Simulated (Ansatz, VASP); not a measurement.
## Sr: VASP and Ansatz over several settings

```
CELL_PARAMETERS angstrom
0.00000 3.04235 3.04235
3.04235 0.00000 3.04235
3.04235 3.04235 0.00000
ATOMIC_POSITIONS crystal
Sr 0.00000 0.00000 0.00000
```

Single points on this cell with VASP 6.6.1 and Ansatz 0.2.0. Each row is one pair of runs. Alike in all rows: spin: off.

| level | k mesh | smearing | VASP's potentials, cutoff | Ansatz's potentials, cutoff | gap on the k mesh at the Fermi level (eV), VASP | gap on the k mesh at the Fermi level (eV), Ansatz | pressure (GPa), VASP | pressure (GPa), Ansatz |
| --- | --- | --- | --- | --- | --- | --- | --- | --- |
| r2SCAN | 8 × 8 × 8 | fermi-dirac, width 0.05 eV | VASP PAW PBE potentials, release 64 (Sr_sv), 520 eV | Ansatz PAW, 500 eV | none | none | 0.1 | 0.1 |
| LDA | 8 × 8 × 8 | fermi-dirac, width 0.05 eV | VASP PAW LDA potentials, release 64 (Sr_sv), 520 eV | Ansatz PAW, 420 eV | none | none | -1.6 | -1.6 |
| PBEsol | 8 × 8 × 8 | fermi-dirac, width 0.05 eV | VASP PAW PBE potentials, release 64 (Sr_sv), 520 eV | Ansatz PAW, 420 eV | none | none | -0.9 | -0.9 |
| PBE | 6 × 6 × 6 | fermi-dirac, width 0.05 eV | VASP PAW PBE potentials, release 64 (Sr_sv), 520 eV | Ansatz PAW, 420 eV | 0.04 | 0.04 | -0.3 | -0.3 |
| RPBE | 8 × 8 × 8 | gaussian, width 0.02 eV | VASP PAW PBE potentials, release 64 (Sr_sv), 520 eV | Ansatz PAW, 420 eV | none | none | 0.3 | 0.3 |
| PBEsol | 8 × 8 × 8 | gaussian, width 0.05 eV | VASP PAW PBE potentials, release 64 (Sr_sv), 520 eV | Ansatz PAW, 420 eV | none | none | -0.9 | -0.9 |
| LDA | 8 × 8 × 8 | gaussian, width 0.02 eV | VASP PAW LDA potentials, release 64 (Sr_sv), 520 eV | Ansatz PAW, 420 eV | none | none | -1.6 | -1.6 |

Gap on the k mesh at the fermi level (eV): the two programs differ by at most 0; pressure (GPa): the two programs differ by at most 0.02.

A gap of «none» marks a metal or a gap that the smearing closes.

Caveats: the PAW data sets were made with another functional, which shifts forces and pressure a little (VASP); the PAW data sets come from PBE, with cores solved anew for the run's functional, which leaves a small shift of forces and pressure (Ansatz).
